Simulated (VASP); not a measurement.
# From VASP inputs to Ansatz: ZnS (zincblende)

INCAR

```
LREAL = .FALSE.
ISIF = 3
LCHARG = .FALSE.
GGA = PS
NBANDS = 16
SIGMA = 0.02
NELM = 120
ENCUT = 600
NSW = 40
EDIFF = 1E-7
LASPH = .TRUE.
ISMEAR = -1
IBRION = 2
LWAVE = .FALSE.
PREC = Accurate
EDIFFG = -5E-3
```

KPOINTS

```
KPOINTS created by Atomic Simulation Environment
0
Gamma
8 8 8
0 0 0
```

POSCAR

```
Zn S
 1.0000000000000000
    -0.0000000000000000    2.7217598838326502    2.7217598838326502
     2.7217598838326502    0.0000000000000000    2.7217598838326502
     2.7217598838326502    2.7217598838326502    0.0000000000000000
 Zn  S
   1   1
Cartesian
  0.0000000000000000  0.0000000000000000  0.0000000000000000
  1.3608799419163251  1.3608799419163251  1.3608799419163251
```

VASP ran with the recommended PBE PAW datasets (18 valence electrons in the cell).

Write an Ansatz input for this cell and level of theory.



```yaml
crystal:
  lattice:
    - [0.0, 2.7217598838, 2.7217598838]
    - [2.7217598838, 0.0, 2.7217598838]
    - [2.7217598838, 2.7217598838, 0.0]
  atoms:
    - { symbol: Zn, position: [0.0, 0.0, 0.0] }
    - { symbol: S, position: [0.25, 0.25, 0.25] }
kpoints:
  mp_grid: { grid: [8, 8, 8] }
hamiltonian:
  xc: pbesol
scf:
  occupations: { method: fermi_dirac, width: 0.02 }
relax:
  f_tol: 0.005
  cell: {}
```

Other inputs would serve too.

|  | VASP | Ansatz |
| --- | --- | --- |
| relaxed cell vector lengths | 3.791, 3.791, 3.791 Å | 3.788, 3.788, 3.788 Å |
| relaxed cell volume | 38.52 Å³ | 38.43 Å³ |

The two codes use different PAW datasets and cutoffs. VASP's cell holds 18 valence electrons and Ansatz's 18.
